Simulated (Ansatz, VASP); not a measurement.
This is a calculation of Ag (Silver) for VASP 6.6.1. 

INCAR

```
PREC = Accurate
ENCUT = 600
EDIFF = 1E-6
ISMEAR = -1
SIGMA = 0.05
LREAL = False
LASPH = True
NELM = 60
ALGO = Fast
ISIF = 3
LWAVE = False
LCHARG = False
GGA = PE
IVDW = 12
IBRION = 2
NSW = 60
EDIFFG = -0.01
```

The input KPOINTS:

```
Automatic mesh
0
Gamma
  11 11 11
```

The input POSCAR:

```
Ag
1.0
    0.0000000000      2.0427500000      2.0427500000
    2.0427500000      0.0000000000      2.0427500000
    2.0427500000      2.0427500000      0.0000000000
Ag
1
Direct
    0.0000000000      0.0000000000      0.0000000000
```

Potentials or basis: VASP PAW PBE potentials, release 64 (Ag).

The run is started by

```console
$ cat potpaw_PBE.64/Ag/POTCAR > POTCAR
$ mpirun -np 1 vasp_std > vasp.out
```

Task: What does the same run look like in Ansatz 0.2.0? Potentials or basis there: Ansatz PAW, cutoff 420 eV.

Result: As run (cutoffs and basis follow the program's own potentials, and thresholds, step limits or extra output files can differ):

input.yaml

```yaml
crystal:
  lattice:
    - [0.0, 2.04275, 2.04275]
    - [2.04275, 0.0, 2.04275]
    - [2.04275, 2.04275, 0.0]
  atoms:
    - { symbol: Ag, position: [0.0, 0.0, 0.0] }
hamiltonian:
  xc: pbe
  pseudopotentials: { kind: paw }
  dispersion: d3bj
kpoints:
  mp_grid: { grid: [11, 11, 11] }
scf:
  occupations: { method: fermi_dirac, width: 0.05 }
output:
  forces: true
  stress: true
relax:
  f_tol: 0.01
  max_steps: 40
  cell: { stress_tol: 0.05 }
```

Potentials or basis: Ansatz PAW.

The run is started by

```bash
$ ansatz run input.yaml --threads 2 --pin off --max-ram 5632MiB --backend cpu --events-out ev --progress --plain --runs-dir out
```

Both were run:

|  | VASP | Ansatz |
| --- | --- | --- |
| Relaxed volume | 16.81 Å³/atom | 16.85 Å³/atom |
| Relaxed cell | a = 2.875 Å, b = 2.875 Å, c = 2.875 Å, α = 60.00°, β = 60.00°, γ = 60.00° | a = 2.878 Å, b = 2.878 Å, c = 2.878 Å, α = 60.00°, β = 60.00°, γ = 60.00° |
| Space group after relaxing | Fm-3m (No. 225) | Fm-3m (No. 225) |
| Pressure after relaxing | 0.1 GPa | 0.0 GPa |

Ansatz's pressure holds a Pulay term of +0.07 GPa for its cutoff of 420 eV, which the other run lacks.

The potentials hold 11 and 19 valence electrons a cell.

Where Ansatz's input types no cutoff or centring, it takes its own default and a Γ-centred mesh.

Pressure is positive in compression.
